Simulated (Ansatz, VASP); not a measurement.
## Two plane-wave programs on SrCl2

```
Sr Cl
1.0
     0.00000    3.48835    3.48835
     3.48835    0.00000    3.48835
     3.48835    3.48835    0.00000
Sr Cl
1 2
Direct
  0.00000 0.00000 0.00000
  0.25000 0.25000 0.25000
  0.75000 0.75000 0.75000
```

Alike in both runs: task single point; functional revPBE; k mesh 4 × 4 × 4; no spin polarisation.

|  | VASP | Ansatz |
| --- | --- | --- |
| version | VASP 6.6.1 | Ansatz 0.2.0 |
| potentials or method | VASP PAW PBE potentials, release 64 (Sr_sv, Cl) | plane waves, PAW |
| plane-wave cutoff (eV) | 520 | 420 |
| occupations | gaussian, width 0.01 eV | fixed |
| valence electrons in the cell | 24 | 24 |

VASP gave:

```
gap on the k mesh at the Fermi level (eV) : 5.63
pressure (GPa)                            : 2.6
```

**Question.** What did Ansatz give for the same quantities?

**Answer.** gap on the k mesh at the Fermi level (eV): 5.63; pressure (GPa): 2.5.

Ansatz warned: «stress_scf_threshold_loose».

Caveats: the PAW data sets were made with another functional, which shifts forces and pressure a little (VASP). Expect the measured gap to be larger: semilocal functionals such as revPBE lack the derivative discontinuity. A k mesh can miss the band edges.
